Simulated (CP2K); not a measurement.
Crystal: CsPbCl3.

```
Pb Cs Cl
1.0
     5.60500    0.00000    0.00000
     0.00000    5.60500    0.00000
     0.00000    0.00000    5.60500
Pb Cs Cl
1 1 3
Direct
  0.50000 0.50000 0.50000
  0.00000 0.00000 0.00000
  0.50000 0.00000 0.50000
  0.00000 0.50000 0.50000
  0.50000 0.50000 0.00000
```

Base run:

- Program: CP2K 2026.2
- Functional: PBEsol
- Potentials or basis: POTENTIAL_UZH Pb GTH-PBE-q4, Cs GTH-PBE-q9, Cl GTH-PBE-q7; DZVP-MOLOPT-PBE-GTH basis
- Density cutoff: 9184 eV
- k mesh: 5 × 5 × 5
- Occupations: fermi-dirac, width 0.05 eV
- Spin: no spin polarisation

Its results: band gap on the k mesh 2.77 eV, direct; pressure 1.1 GPa.

Question: After a change of settings the same cell gave: band gap on the k mesh 3.12 eV, direct; pressure 2.8 GPa. Which change was it?
A. functional from PBEsol to WC
B. functional from PBEsol to LDA
C. functional from PBEsol to optB88-vdW
D. functional from PBEsol to vdW-DF2

Answer: D.

Caveats: the potentials were made for another functional, which shifts forces and pressure; spin-orbit coupling is left out, which as a rule narrows the gap of such compounds by several tenths of an eV; an odd mesh through Γ misses points on the zone boundary, where band edges often lie; the basis of atomic orbitals isn't converged, which shifts pressures, moduli and gaps.

Runs at the PBE level aren't shown here.
